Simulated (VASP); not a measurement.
H2, 2 atoms in the cell. The cell holds a molecule in a box, 2 atoms: a = 10.000 Å, b = 10.500 Å, c = 11.000 Å, α = 90.00°, β = 90.00°, γ = 90.00°. 

```yaml
Program: VASP 6.6.1
Task: relaxation of the atoms
Functional: PBEsol
Potentials_or_basis: VASP PAW PBE potentials, release 64 (H)
Cutoff: 520 eV
k_mesh: 1 × 1 × 1
Occupations: gaussian, width 0.02 eV
Spin: no spin polarisation
Further_INCAR_settings: ALGO = Fast; EDIFF = 1e-07; ISYM = 0; IBRION = 2; EDIFFG = -0.005; NSW = 90
```

Potentials or basis: VASP PAW PBE potentials, release 64 (H).

Launch:

```sh
$ cat potpaw_PBE.64/H/POTCAR > POTCAR
$ mpirun -np 1 vasp_std > vasp.out
```

Hardware: 1 thread of Intel(R) Xeon(R) 6975P-C (Granite Rapids), with other jobs on the host.

Estimate the wall time of this run.

Run time: 86 s on 1 thread of Intel(R) Xeon(R) 6975P-C (Granite Rapids) (shared host), peak memory 0.96 GiB. Counts: scf iterations 50, k points 1, ion steps 3.
